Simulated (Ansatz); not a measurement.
Structure: an ordered 4-atom cell of ZnSnN₂ on the zincblende lattice (P-4m2), at its r2SCAN minimum. The symmetry is P-4m2 (No. 115, tetragonal); a = 3.382 Å, c = 4.700 Å in the conventional setting, 13.44 Å³ an atom. Zn is surrounded by 4 N at 2.05 Å; N is surrounded by 2 Zn at 2.05 Å and 2 Sn at 2.07 Å; Sn is surrounded by 4 N at 2.07 Å.

The questions ask for values computed with Ansatz 0.2.0 on this geometry. Non-magnetic throughout. Whether this structure exists isn't addressed.

(1) What gap does r2SCAN give, and where are the band edges?

(2) Estimate the gap with LDA on 8×8×6.

(3) Estimate the gap with PBE+SOC on 8×8×6.

(4) How does the gap change from r2SCAN to HSE06+SOC (4×4×4)?

(5) Order these levels by the gap that they give, smallest first.
A. HSE06
B. r2SCAN
C. PBE
D. PBE0

(6) What do these levels agree on?

Results:

(1) The r2SCAN gap is direct at Γ: 0.32 eV.

(2) The LDA gap is direct at Γ: 0.01 eV. (This is within a few times the smearing of 0.02 eV, so the filling near the edges can be smeared.) The gap differs by -0.31 eV from r2SCAN's.

(3) With PBE+SOC the gap is 0.01 eV and direct, at Γ. (With 0.02 eV of smearing so small a gap leaves both edges partly filled, and it could close between the points sampled.) Spin-orbit coupling itself accounts for -0.01 eV. The gap differs by -0.31 eV from r2SCAN's.

(4) With HSE06+SOC the gap is 1.09 eV and direct, at Γ. The gap differs by +0.77 eV from r2SCAN's.

(5) C (0.02 eV), B (0.32 eV), A (1.09 eV), D (1.72 eV).

(6) Among these functionals the gap stays direct.

Only the levels marked +SOC include spin-orbit coupling.

The meshes of the hybrids are coarse, so their gaps aren't converged to the digits shown.

Gaps under 0.1 eV (LDA, PBE, PBE+SOC) can't be told from a closed one: the bands may be in normal order or already inverted, which a gap's size doesn't show.
